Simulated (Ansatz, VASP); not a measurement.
Two plane-wave programs on WC (Qusongite)

File INCAR:

```
PREC = Accurate
ENCUT = 520
EDIFF = 1E-6
ISMEAR = -1
SIGMA = 0.05
LREAL = F
LASPH = T
NELM = 80
ALGO = Normal
ISIF = 2
LWAVE = F
LCHARG = F
GGA = PE
NBANDS = 16
```

File KPOINTS:

```
Automatic mesh
0
Gamma
  9 9 8
```

Contents of POSCAR:

```
WC
1.0
    2.8483700000      0.0000000000      0.0000000000
   -1.4241850000      2.4667607794      0.0000000000
    0.0000000000      0.0000000000      2.8366000000
W C
1 1
Direct
    0.0000000000      0.0000000000      0.0000000000
    0.6666666667      0.3333333333      0.5000000000
```

The input input.yaml:

```yaml
crystal:
  lattice:
    - [2.84837, 0.0, 0.0]
    - [-1.424185, 2.4667607794, 0.0]
    - [0.0, 0.0, 2.8366]
  atoms:
    - { symbol: W, position: [0.0, 0.0, 0.0] }
    - { symbol: C, position: [0.6666666667, 0.3333333333, 0.5] }
hamiltonian:
  xc: pbe
  pseudopotentials: { kind: paw }
kpoints:
  mp_grid: { grid: [9, 9, 8] }
scf:
  occupations: { method: fermi_dirac, width: 0.05 }
output:
  forces: true
  stress: true
  eigenvalues: true
  write_density: true
  write_potential: true
  elf: true
  volumetric_format: npy
```

Alike in both runs: task single point; functional PBE; k mesh 9 × 9 × 8; occupations fermi-dirac, width 0.05 eV; no spin polarisation.

```csv
,VASP,Ansatz
version,VASP 6.6.1,Ansatz 0.2.0
potentials or method,"VASP PAW PBE potentials, release 64 (W_sv, C)",Ansatz PAW
plane-wave cutoff (eV),520,420
valence electrons in the cell,18,18
```

VASP gave:

```
gap on the k mesh at the Fermi level (eV)       : none
pressure (GPa)                                  : 24.3
largest component of the traceless stress (GPa) : 9.18
```

Task: Estimate Ansatz's values.

Result: gap on the k mesh at the Fermi level (eV): none; pressure (GPa): 22.9; largest component of the traceless stress (GPa): 9.38.

A gap of «none» marks a metal or a gap that the smearing closes.

Caveats: so large a pressure means that the cell lies far from this level's equilibrium, or that cutoff or potentials fall short (VASP); the pressure holds a Pulay correction of +0.3 GPa for the finite cutoff (Ansatz). The runs have no spin-orbit coupling, so splittings on W are missing.
